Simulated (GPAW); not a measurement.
Here is a GPAW 26.7.0 calculation.

File run.py:

```python
from ase.calculators.mixing import SumCalculator
from ase.io import read, write
from ase.optimize import BFGSLineSearch
from ase.units import Bohr
from dftd4.ase import DFTD4
from gpaw import GPAW, PW
from gpaw.elf import elf_from_dft_calculation

atoms = read('POSCAR')

calc = GPAW(mode=PW(800),
            xc='PBE',
            kpts={'size': (11, 11, 11), 'gamma': True},
            occupations={'name': 'fermi-dirac', 'width': 0.05},
            nbands=11,
            convergence={'density': 1e-05, 'energy': 1e-05},
            maxiter=150,
            txt='gpaw.txt')
atoms.calc = SumCalculator([calc, DFTD4(method='pbe')])
opt = BFGSLineSearch(atoms, trajectory='relax.traj', logfile='-')
done = opt.run(fmax=0.02, steps=60)
calc.write('gs.gpw')
write('result.traj', atoms)
print('Converged:', done)
print('Cell:', atoms.cell.cellpar().round(4))
print('Volume:', round(atoms.get_volume(), 4))
print(atoms.get_scaled_positions().round(5))

# fields on the real-space grid
write('density.cube', atoms, data=calc.get_pseudo_density() * Bohr**3)
write('potential.cube', atoms, data=calc.get_electrostatic_potential())
write('elf.cube', atoms, data=elf_from_dft_calculation(calc).data)
```

POSCAR

```
C
1.0
    0.0000000000      1.7834000000      1.7834000000
    1.7834000000      0.0000000000      1.7834000000
    1.7834000000      1.7834000000      0.0000000000
C
2
Direct
    0.4924823900      0.3883829500      0.4666611300
    0.7575176100      0.8616170500      0.7833388700
```

Potentials or basis: GPAW PAW data sets (gpaw-data 1.2.1), pw.

Command:

```console
$ OMP_NUM_THREADS=1 python run.py
```

(1) Predict the band gap on the k mesh.

(2) Predict the dispersion energy per atom.

(3) What does it give for the energy gained by relaxing?

Answers

(1) 4.13 eV, indirect (least direct gap 5.60 eV).

(2) -0.213 eV.

(3) 1906.2 meV/atom.

Caveat: later steps reuse the first step's grids; an odd mesh through Γ misses points on the zone boundary, where band edges often lie.
